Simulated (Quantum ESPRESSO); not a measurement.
# SnTe under changes of volume

One of the cells (31.281 Å³/atom); the others are scaled copies at fixed shape and fractional positions:

```
Te Sn
1.0
     0.00000    3.15085    3.15085
     3.15085    0.00000    3.15085
     3.15085    3.15085    0.00000
Te Sn
1 1
Direct
  0.50000 0.50000 0.50000
  0.00000 0.00000 0.00000
```

* Program: Quantum ESPRESSO 7.5
* Functional: r2SCAN
* Potentials or basis: SG15 PBE 1.2
* Cutoff: 952 eV
* Density cutoff: 3810 eV
* k mesh: 5 × 5 × 5
* Occupations: fermi-dirac, width 0.05 eV
* Spin: no spin polarisation

| volume (Å³/atom) | energy over the lowest point (meV/atom) | pressure (GPa) |
| --- | --- | --- |
| 29.404 | 28.97 | 4.1 |
| 30.030 | 15.31 | 2.9 |
| 30.656 | ? | ? |
| 31.281 | 1.24 | 0.8 |
| 31.907 | 0.00 | -0.1 |
| 32.532 | 2.14 | -1.0 |
| 33.158 | 7.36 | -1.7 |

**Question.** What does the run at 30.656 Å³/atom give?

**Answer.** Energy over the lowest point 6.21 meV/atom; pressure 1.8 GPa.

Worked out: A Birch-Murnaghan fit of order 3 (a polynomial in V^(-2/3)) to the other rows has its minimum at 31.81 Å³/atom with B0 = V·E''(V) = 45 GPa and B' = 4.0. It gives 6.21 meV/atom at 30.656 Å³/atom, against the run's 6.21, and -dE/dV = 1.8 GPa, against 1.8.

Energies are extrapolated to zero smearing.

Caveats: the potentials were made for another functional, which shifts forces and pressure.
